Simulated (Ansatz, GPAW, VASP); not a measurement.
GaSb: programs and potentials compared

```
Sb Ga
1.0
     0.00000    3.05900    3.05900
     3.05900    0.00000    3.05900
     3.05900    3.05900    0.00000
Sb Ga
1 1
Direct
  0.75000 0.75000 0.75000
  0.00000 0.00000 0.00000
```

Alike in all runs: task single point; functional PBE; k mesh 8 × 8 × 8; occupations gaussian, width 0.017 eV; no spin polarisation; no spin-orbit coupling. Pressure is positive in compression and, in plane waves, holds the error of the finite cutoff.

```tsv
program and potentials	plane-wave cutoff (eV)	notes	band gap (eV)	pressure (GPa)
Ansatz, all-electron LAPW, scalar-relativistic	-	-	0.04	2.30
GPAW, GPAW PAW data sets (gpaw-data 1.2.1)	600	-	0.09	2.31
VASP, PBE PAW files Ga_d, Sb, 520 eV	520	-	0.04	2.41
```

The band gap spans 0.04 (VASP, PBE PAW files Ga_d, Sb, 520 eV) to 0.09 eV (GPAW, GPAW PAW data sets (gpaw-data 1.2.1)), with all-electron results at 0.04. The pressure spans 2.30 (Ansatz, all-electron LAPW, scalar-relativistic) to 2.41 GPa (VASP, PBE PAW files Ga_d, Sb, 520 eV), with all-electron results at 2.30. Spin-orbit coupling, left out here, moves the band edges of heavy atoms.

Differences between rows come from potentials, basis sets and numerical settings, since the functional is the same but for its coding. Runs on potential files found faulty are left out.

All three runs give GaSb a nearly closed gap and a cell under compression. The gap is far below the well-known experimental one, an error of the semilocal functional, which lacks the derivative discontinuity and places the conduction states too low relative to the valence band. The positive pressure fits the usual PBE underbinding: the functional prefers a larger cell than this one. Because the conduction minimum at the zone centre is antibonding and largely s-like, it falls as the bonds lengthen, so relaxing the cell within PBE would probably narrow the gap further or close it.

Neither data set is uniformly closer to the all-electron result: VASP reproduces its gap and GPAW very nearly its pressure. Agreement in one quantity therefore doesn't vouch for the other, and the gap difference may reflect how each potential treats the s states near the nuclei. The spread between programs is small beside the functional's error in the gap, so the close agreement supports the consistency of the implementations, not a near-metallic character of real GaSb.
